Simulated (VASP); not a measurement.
The system is SnS.

```
Sn S
1.0
    11.20000    0.00000    0.00000
     0.00000    3.98700    0.00000
     0.00000    0.00000    4.33400
Sn S
4 4
Direct
  0.11940 0.25000 0.11980
  0.38060 0.75000 0.61980
  0.61940 0.25000 0.38020
  0.88060 0.75000 0.88020
  0.85080 0.25000 0.47930
  0.64920 0.75000 0.97930
  0.35080 0.25000 0.02070
  0.14920 0.75000 0.52070
```

- Program: VASP 6.6.1
- Task: relaxation of cell and atoms
- Functional: PBE
- Potentials or basis: VASP PAW PBE potentials, release 64 (Sn_d, S)
- Cutoff: 600 eV
- k mesh: 4 × 8 × 6
- Occupations: gaussian, width 0.03 eV
- Spin: no spin polarisation

At the start: pressure 2.3 GPa; volume 24.19 Å³/atom.

Task: Where does the relaxation end?

Result: Over 14 steps the energy falls by 7.8 meV/atom and the volume is 25.59 Å³/atom (+5.8 %); space group Pnma (No. 62, to 0.05 Å).

The path:
```tsv
step	energy change (eV)	largest force (eV/Å)	pressure (GPa)	volume (Å³)
1	0.0000	0.1392	2.28	193.53
2	-0.0413	0.2309	-0.75	203.32
3	-0.0497	0.1269	0.08	200.38
4	-0.0530	0.1042	0.07	200.95
5	-0.0590	0.0366	0.04	202.67
6	-0.0546	0.0962	0.03	206.14
7	-0.0600	0.0116	0.03	203.70
8	-0.0613	0.0237	-0.02	204.27
9	-0.0615	0.0332	-0.06	204.62
10	-0.0619	0.0162	0.07	204.43
11	-0.0620	0.0120	0.05	204.48
12	-0.0620	0.0163	-0.07	204.91
13	-0.0620	0.0103	0.01	204.68
14	-0.0620	0.0100	-0.01	204.71
```

Final structure:
```yaml
crystal:
  lattice:
    - [11.45574, 0.00000, 0.00000]
    - [0.00000, 4.02782, 0.00000]
    - [0.00000, 0.00000, 4.43649]
  atoms:
    - { symbol: Sn, position: [0.12211, 0.25000, 0.12361] }
    - { symbol: Sn, position: [0.37789, 0.75000, 0.62361] }
    - { symbol: Sn, position: [0.62211, 0.25000, 0.37639] }
    - { symbol: Sn, position: [0.87789, 0.75000, 0.87639] }
    - { symbol: S, position: [0.85003, 0.25000, 0.48081] }
    - { symbol: S, position: [0.64997, 0.75000, 0.98081] }
    - { symbol: S, position: [0.35003, 0.25000, 0.01919] }
    - { symbol: S, position: [0.14997, 0.75000, 0.51919] }
```
